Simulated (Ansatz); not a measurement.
An Ansatz input:

```yaml
crystal:
  lattice:
    - [2.4720784793, 0.0, 0.0]
    - [0.0, 2.4720784793, 0.0]
    - [0.0, 0.0, 2.4720784793]
  atoms:
    - { symbol: Si, position: [0.0, 0.0, 0.0] }
hamiltonian:
  xc: rpbe
  pseudopotentials:
    kind: paw
    azcp:
      Si: "pseudopotentials/Si.paw.azcp"
basis:
  ecutwfc: 420
  fft_grid_basis: typed
kpoints:
  mp_grid: { grid: [14, 14, 14], shift: [0, 0, 0] }
magnetization:
  spin_polarized: false
scf:
  occupations: { method: fermi_dirac, width: 0.1 }
  lower_state_search: "off"
output:
  stress: true
  write_density: true
  write_potential: true
  elf: true
  volumetric_format: npy
```

and its output:

```
Engine: ansatz 0.2.0, aarch64-unknown-linux-gnu
Pseudopotentials: kind: paw
Pseudopotential: Si, paw, valence charge 4, recommended cutoff 420 eV (normal) 
Functional definition: RPBE
  parameter kappa = 0.804
  parameter beta = 0.06672455060314922
  exchange = rpbe_x(kappa = kappa, mu = beta*pi^2/3)
  correlation = pbe_c(beta = beta)
Crystal: 1 atoms, lattice volume = 15.107 Å³
Basis set: ecut = 420 eV, 305 PW (Γ)
Bands: 6, of which v1, the nominal top of the filled ones, is band 2 counted from 1 (1 counted from 0)
Symmetry: 48 space group operations
Space group: Pm-3m (ITA 221), of the structure as read, at distance tolerance 2.5e-5 Å
k-points: 120 of 2744
Non-local potential: Si, projectors of the file, l = 0: 2, l = 1: 2, l = 2: 2
PAW form: soft (Blöchl's): semilocal exchange-correlation on the pseudo side does not see the compensation charge
PAW frozen core: Si, regenerated for the run's functional, and the local potential with it (the file was generated under x = pbe(κ = 0.804, μ = 0.2195149727645171), c = pbe(β = 0.06672455060314922))
PAW one-centre angular grid: Si, 110 points (default); XC on 64 Gauss nodes
Initial density: superposition of atomic densities (neutral atoms: chi_scale 0, normalization atom), corrected by the library's trained network
Initial wavefunctions: pseudopotential atomic-orbital guess
Functional: x = rpbe, c = pbe(β = 0.06672455060314922)
SCF iter   1: F=—  HF=-638.492555 eV  |F-HF|=—  |Δ(HF+E_count)|=         —  Δρ=2.02e-3  dr2=6.52e-4  ethr=1.77e-3  ⟨swp⟩=5.2  Hψ=6788  notcnv=0
SCF iter   2: F=—  HF=-638.492492 eV  |F-HF|=—  |Δ(HF+E_count)|=   6.33e-5  Δρ=9.40e-4  dr2=1.36e-4  ethr=1.63e-5  ⟨swp⟩=1.8  Hψ=1807  notcnv=0
SCF iter   3: F=—  HF=-638.492498 eV  |F-HF|=—  |Δ(HF+E_count)|=   6.34e-6  Δρ=8.55e-5  dr2=1.00e-6  ethr=3.39e-6  ⟨swp⟩=2.2  Hψ=965  notcnv=0
SCF iter   4: F=—  HF=-638.492500 eV  |F-HF|=—  |Δ(HF+E_count)|=   2.00e-6  Δρ=2.06e-5  dr2=4.50e-8  ethr=2.51e-8  ⟨swp⟩=2.3  Hψ=970  notcnv=0
iter 5 did not close the SCF: its close was put off for the readings that it lacked (scf_convergence_deferred on its scf_iter line)
SCF iter   5: F=-638.492500 eV  HF=-638.492500 eV  |F-HF|=1.11e-9  |Δ(HF+E_count)|=   7.71e-8  Δρ=5.22e-6  dr2=4.58e-9  ethr=1.13e-9  ⟨swp⟩=2.3  Hψ=980  notcnv=0
SCF iter   6: F=-638.492500 eV  HF=-638.492500 eV  |F-HF|=1.02e-12  |Δ(HF+E_count)|=   1.64e-9  Δρ=5.50e-7  dr2=5.31e-11  ethr=1.15e-10  ⟨swp⟩=4.3  Hψ=2878  notcnv=0
SCF 1 converged in 6 iterations: F = -638.492500 eV  dr2 = 5.31e-11
SCF converged after 6 iterations
Free energy (F): -638.492500 eV
Harris-Foulkes:  -638.492500 eV  (|F-HF|=1.02e-12)
Internal energy: -638.480580 eV  (E = F + TS)
E sigma→0 (E₀):  -638.486540 eV
Entropy (-TS):   -0.011920 eV (-11.920 meV/atom)
Fermi energy:    9.857173 eV
--- Per-component energies (eV) ---
  E_band       = 17.157288
  E_kinetic    = 41.595787
  E_local      = -3.263666  (includes V_loc(G=0)·N_el)
  E_nonlocal   = 25.420979
  E_hartree    = 1.554177
  E_xc         = -56.101912
  E_vxc        = -47.773621  (∫ρ·V_xc dr)
  E_paw        = -515.445850  (= ΣΔE_a)
  E_vpaw       = -1.930568  (= ΣTr[D̂ρ^β])
  E_aug_tail   = 0.000007  (compensation charges beyond the density's cutoff)
  E_ewald      = -132.216119
  E_core_change = -0.023983  (= ΣΔE_core)
  E_smearing   = -0.011920  (= −TS)
  E_closure    = 0.000000  (closes the sum)
  Σ components = -638.492500   (vs F -638.492500, Δ=0.00e0)
--- Stress (GPa, compression-positive) ---
       10.394288       0.000000       0.000000
        0.000000      10.394288       0.000000
        0.000000       0.000000      10.394288
  P = ⅓ Tr σ = 10.3943 GPa (103.943 kbar)
--- Band table (eV; the first three rows and the last of 120) ---
  k-point 0: bands = ["-4.0455", "17.2068", "17.2068", "17.9514", "17.9514", "17.9514"]
  k-point 1: bands = ["-3.9262", "15.0016", "17.3037", "18.0507", "18.0507", "19.9752"]
  k-point 2: bands = ["-3.5692", "12.4673", "17.5880", "18.3473", "18.3473", "21.9061"]
  k-point 119: bands = ["10.3867", "10.3867", "10.3867", "14.4266", "14.7412", "14.7412"]
```
